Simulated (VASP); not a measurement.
# GaAs (F-43m) in VASP: a series of runs, part 3 of 3

VASP 6.6.1. Earlier steps stand in the parts before.

### 4 G0W0 quasiparticle levels, PBE

The input, POSCAR:

```
GaAs
1.0
    0.0000000000      2.8268500000      2.8268500000
    2.8268500000      0.0000000000      2.8268500000
    2.8268500000      2.8268500000      0.0000000000
As Ga
1 1
Direct
    0.7500000000      0.7500000000      0.7500000000
    0.0000000000      0.0000000000      0.0000000000
```

The input, INCAR.step1:

```
SYSTEM = GaAs
ALGO     = Normal         ! electronic algorithm
EDIFF    = 1E-8           ! SCF threshold, eV
ENCUT    = 450            ! plane-wave cutoff, eV
GGA      = PE             ! functional
ISMEAR   = 0              ! smearing method
LASPH    = .TRUE.         ! aspherical terms in the spheres
LCHARG   = .FALSE.        ! write CHGCAR
LREAL    = .FALSE.        ! projectors in reciprocal space
LWAVE    = .TRUE.         ! write WAVECAR
NELM     = 60             ! most SCF steps
PREC     = Accurate       ! precision mode
SIGMA    = 0.01           ! smearing width, eV
```

The input, INCAR.step2:

```
SYSTEM = GaAs
ALGO     = Exact          ! electronic algorithm
EDIFF    = 1E-8           ! SCF threshold, eV
ENCUT    = 450            ! plane-wave cutoff, eV
GGA      = PE             ! functional
ISMEAR   = 0              ! smearing method
ISTART   = 1            
LASPH    = .TRUE.         ! aspherical terms in the spheres
LCHARG   = .FALSE.        ! write CHGCAR
LOPTICS  = .TRUE.         ! frequency-dependent dielectric function
LREAL    = .FALSE.        ! projectors in reciprocal space
LWAVE    = .TRUE.         ! write WAVECAR
NBANDS   = 63             ! bands
NELM     = 1              ! most SCF steps
PREC     = Accurate       ! precision mode
SIGMA    = 0.01           ! smearing width, eV
```

The input, INCAR.step3:

```
SYSTEM = GaAs
ALGO     = EVGW0          ! electronic algorithm
EDIFF    = 1E-8           ! SCF threshold, eV
ENCUT    = 450            ! plane-wave cutoff, eV
ENCUTGW  = 50             ! cutoff of the response function
GGA      = PE             ! functional
ISMEAR   = 0              ! smearing method
ISTART   = 1            
LASPH    = .TRUE.         ! aspherical terms in the spheres
LCHARG   = .FALSE.        ! write CHGCAR
LREAL    = .FALSE.        ! projectors in reciprocal space
LWAVE    = .FALSE.        ! write WAVECAR
NBANDS   = 63             ! bands
NBANDSGW = 17           
NELMGW   = 1            
NOMEGA   = 48             ! frequency points
PREC     = Accurate       ! precision mode
PRECFOCK = Fast         
SIGMA    = 0.01           ! smearing width, eV
```

The input, KPOINTS:

```
k-points
0
G
  3 3 3
  0 0 0
```

Potentials or basis: VASP PAW PBE potentials, release 64 (As_GW, Ga_d_GW).

Command:

```sh
cat potpaw_PBE.64/As_GW/POTCAR potpaw_PBE.64/Ga_d_GW/POTCAR > POTCAR
cp INCAR.step1 INCAR
mpirun -np 1 vasp_std > vasp.out
cp INCAR.step2 INCAR
mpirun -np 1 vasp_std > vasp.out
cp INCAR.step3 INCAR
mpirun -np 1 vasp_std > vasp.out
```

OUTCAR:

```text
SYSTEM = GaAs
   EDIFF = 1E-8
   ENCUT = 450
   ENCUTGW = 50
   GGA = PE
   ISMEAR = 0
   ISTART = 1
   LASPH = .TRUE.
   LREAL = .FALSE.
   NELMGW = 1
   PREC = Accurate
   PRECFOCK = Fast

 Found      4 irreducible k-points:

 Following reciprocal coordinates:
            Coordinates               Weight
  0.000000  0.000000  0.000000      1.000000
  0.333333  0.000000  0.000000      8.000000
  0.333333  0.333333  0.000000      6.000000
 -0.333333  0.333333  0.000000     12.000000
   k-points           NKPTS =      4   k-points in BZ     NKDIM =     27   number of bands    NBANDS=     63
   number of dos      NEDOS =    301   number of ions     NIONS =      2
   total plane-waves  NPLWV =  21952
   dimension x,y,z NGX =    28 NGY =   28 NGZ =   28
   dimension x,y,z NGXF=    56 NGYF=   56 NGZF=   56
   ions per type =               1   1
   NGX,Y,Z   is equivalent  to a cutoff of  11.64, 11.64, 11.64 a.u.
   NGXF,Y,Z  is equivalent  to a cutoff of  23.29, 23.29, 23.29 a.u.
 SYSTEM =  GaAs
   PREC   = accura    normal or accurate (medium, high low for compatibility)
   ISTART =      1    job   : 0-new  1-cont  2-samecut
   ICHARG =      0    charge: 1-file 2-atom 10-const
   ISPIN  =      1    spin polarized calculation?
   LNONCOLLINEAR =      F non collinear calculations
   LSORBIT =      F    spin-orbit coupling
   LASPH  =      T    aspherical Exc in radial PAW
   ENCUT  =  450.0 eV  33.07 Ry    5.75 a.u.   6.91  6.91  6.91*2*pi/ulx,y,z
   NELM   =     60;   NELMIN=  2; NELMDL=  0     # of ELM steps
   EDIFF  = 0.1E-07   stopping-criterion for ELM
   LREAL  =      F    real-space projection
   EDIFFG = 0.1E-06   stopping-criterion for IOM
   NSW    =      0    number of steps for IOM
   IBRION =     -1    ionic relax: 0-MD 1-quasi-New 2-CG
   NFREE  =      0    steps in history (QN), initial steepest desc. (CG)
   ISIF   =      0    stress and relaxation
   ISYM   =      3    0-nonsym 1-usesym 2-fastsym
   POTIM  = 0.5000    time-step for ionic-motion
   TEBEG  =    0.0;   TEEND  =   0.0 temperature during run
   PSTRESS=    0.0 pullay stress
   NELECT =      18.0000    total number of electrons
   NUPDOWN=      -1.0000    fix difference up-down
   EMIN   =  10.00;   EMAX   =-10.00  energy-range for DOS
   EFERMI =   0.00;   METHOD = LEGACY
   ISMEAR =     0;   SIGMA  =   0.01  broadening in eV -4-tet -1-fermi 0-gaus
   EFERMI_NEDOS =   21; number of points for ismear=-14 and -15
   IALGO  =     38    algorithm
   IMIX   =      4    mixing-type and parameters
     AMIX     =   0.40;   BMIX     =  1.00
     AMIX_MAG =   1.60;   BMIX_MAG =  1.00
  volume/ion in A,a.u.               =      22.59       152.44
  Fermi-wavevector in a.u.,A,eV,Ry     =   1.204628  2.276417 19.743799  1.451128
  Thomas-Fermi vector in A             =   2.340347
   LORBIT       =      0    0 simple, 1 ext, 2 COOP (PROOUT), +10 PAW based schemes
   GGA     = PE    functional components
   LHFCALC =     T    Hartree Fock is set to
   PRECFOCK=fast      Normal, Fast or Accurate (Low or Medium for compatibility)
   ENCUT4O =  -1.0   cutoff for four orbital integrals eV
   NKREDX  =     1    reduce k-point grid by
   NKREDY  =     1    reduce k-point grid by
   NKREDZ  =     1    reduce k-point grid by
   AEXX    =    1.0000 exact exchange contribution
   HFSCREEN=    0.0000 screening length (either q_TF or 0.3 A-1)
   HFSCREENC=   0.0000 screening length for correlation (either q_TF or 0.3 A-1)
   ENCUTFOCK=  -1.0 apply spherical cutoff to Coloumb kernel
   IVDW    =     0    specifies the selected vdW correction
   LEPSILON=     F    determine dielectric tensor
   LRPA    =     F    only Hartree local field effects (RPA)
   LRPAFORCE           =     F    calculate RPA forces
   ENCUTGW             =  50.0    cutoff for response function in eV
   ENCUTGWSOFT         =  40.0    soft cutoff for Coulomb kernel in GW response function in eV
   ENCUTLF             =  -1.0    cutoff for local field effects
   NELMGW              =     1    number of iterations in solving QP/BSE equation
   NELMHF              =     1    number of iterations in the inner HF iteration
   NKREDLFX            =     1    NKREDLFY  =   1   NKREDLFZ  =   1
 non-spin polarized calculation
 Gauss-broadening in eV      SIGMA  =   0.01
  energy-cutoff  :      450.00
  volume of cell :       45.18
 maximum number of plane-waves:      1002
  NGX = 16; NGY = 16; NGZ = 16
   NGX = 13   NGY = 13   NGZ = 13
 maximum number of plane-waves:        39
 NGX is ok and might be reduce to    10

 QP shifts <psi_nk| G(iteration)W_0 |psi_nk>: iteration 1
 for sc-GW calculations column KS-energies equals QP-energies in previous step
 and V_xc(KS)=  KS-energies - (<T + V_ion + V_H > + <T+V_H+V_ion>^1  + <V_x>^1)

 k-point   1 :       0.0000    0.0000    0.0000
  band No.  KS-energies  QP-energies   sigma(KS)   V_xc(KS)     V^pw_x(r,r')   Z            occupation Imag(sigma)

      1     -10.9657     -14.4357     -26.7769     -21.7143     -35.0608       0.6854       2.0000       0.3103
      2     -10.9657     -14.4357     -26.7769     -21.7143     -35.0608       0.6854       2.0000       0.3103
      3     -10.9657     -14.4357     -26.7769     -21.7143     -35.0608       0.6854       2.0000       0.3103
      4     -10.8902     -14.3807     -26.9045     -21.8111     -35.1533       0.6853       2.0000       0.2745
      5     -10.8902     -14.3807     -26.9045     -21.8111     -35.1533       0.6853       2.0000       0.2745
      6      -8.7612      -8.9368     -11.3789     -11.1299     -18.0691       0.7053       2.0000       1.1619
[... 9 lines left out ...]
     16      14.0011      14.1388      -9.6358      -9.8151      -4.4893       0.7679       0.0000      -0.3073
     17      15.4490      15.3167      -7.8098      -7.6397      -2.1672       0.7772       0.0000      -0.4787

 k-point   2 :       0.3333    0.0000    0.0000
  band No.  KS-energies  QP-energies   sigma(KS)   V_xc(KS)     V^pw_x(r,r')   Z            occupation Imag(sigma)

      1     -11.0230     -14.3923     -26.3538     -21.4319     -34.6360       0.6845       2.0000       0.3311
      2     -10.9503     -14.4329     -26.8124     -21.7428     -35.0936       0.6869       2.0000       0.3075
      3     -10.9503     -14.4329     -26.8124     -21.7428     -35.0936       0.6869       2.0000       0.3075
      4     -10.8885     -14.3887     -26.9096     -21.8166     -35.1626       0.6873       2.0000       0.2744
      5     -10.8885     -14.3887     -26.9096     -21.8166     -35.1626       0.6873       2.0000       0.2744
      6      -7.6086      -7.8116     -12.0054     -11.7146     -18.3633       0.6980       2.0000       0.9606
[... 9 lines left out ...]
     16      13.5616      13.6231      -9.2053      -9.2856      -3.9861       0.7654       0.0000      -0.3380
     17      17.4296      17.7015      -9.0374      -9.3921      -3.0327       0.7663       0.0000      -0.6725

 k-point   3 :       0.3333    0.3333    0.0000
  band No.  KS-energies  QP-energies   sigma(KS)   V_xc(KS)     V^pw_x(r,r')   Z            occupation Imag(sigma)

      1     -11.0492     -14.3959     -26.2919     -21.3945     -34.5830       0.6834       2.0000       0.3353
      2     -10.9298     -14.4310     -26.8766     -21.7903     -35.1583       0.6884       2.0000       0.3042
      3     -10.9298     -14.4310     -26.8766     -21.7903     -35.1583       0.6884       2.0000       0.3042
      4     -10.9083     -14.3763     -26.8307     -21.7560     -35.0771       0.6834       2.0000       0.2764
      5     -10.8807     -14.3899     -26.9230     -21.8309     -35.1793       0.6892       2.0000       0.2723
      6      -7.1933      -7.3854     -12.0737     -11.7997     -18.2770       0.7011       2.0000       0.8999
[... 9 lines left out ...]
     16      17.0270      17.2384      -8.7982      -9.0753      -2.9007       0.7628       0.0000      -0.6147
     17      19.2177      19.1562      -8.4761      -8.3959      -2.4711       0.7672       0.0000      -0.7824

 k-point   4 :      -0.3333    0.3333    0.0000
  band No.  KS-energies  QP-energies   sigma(KS)   V_xc(KS)     V^pw_x(r,r')   Z            occupation Imag(sigma)

      1     -11.0528     -14.3806     -26.2346     -21.3615     -34.5296       0.6829       2.0000       0.3398
      2     -10.9363     -14.4256     -26.8463     -21.7636     -35.1198       0.6865       2.0000       0.2995
      3     -10.9289     -14.4349     -26.8744     -21.7922     -35.1574       0.6899       2.0000       0.3051
      4     -10.8981     -14.3834     -26.8783     -21.7912     -35.1297       0.6851       2.0000       0.2751
      5     -10.8869     -14.3904     -26.9051     -21.8160     -35.1596       0.6884       2.0000       0.2731
      6      -6.4238      -6.5971     -12.5545     -12.3077     -18.5477       0.7019       2.0000       0.7922
[... 9 lines left out ...]
     16      18.2111      18.4057      -8.6988      -8.9499      -2.7256       0.7746       0.0000      -0.7075
     17      18.6244      18.6392      -8.2491      -8.2679      -2.3578       0.7845       0.0000      -0.7163
```

It took 25 s on 1 thread of Intel Xeon Platinum 8488C (Sapphire Rapids), shared host; peak memory 0.28 GiB.

These settings aren't checked as converged: the numbers below hold their error.

Results:

```yaml
Band_gap_on_the_k_mesh_mean-field_level: 0.49 eV, direct
Quasiparticle_gap: 1.42 eV
Least_direct_quasiparticle_gap: 1.42 eV
```

Caveat: the k mesh is coarse (spacing up to 0.64 Å⁻¹), so the values aren't converged; bands, screening cutoff and mesh are small and nothing is extrapolated, so the quasiparticle values aren't converged.
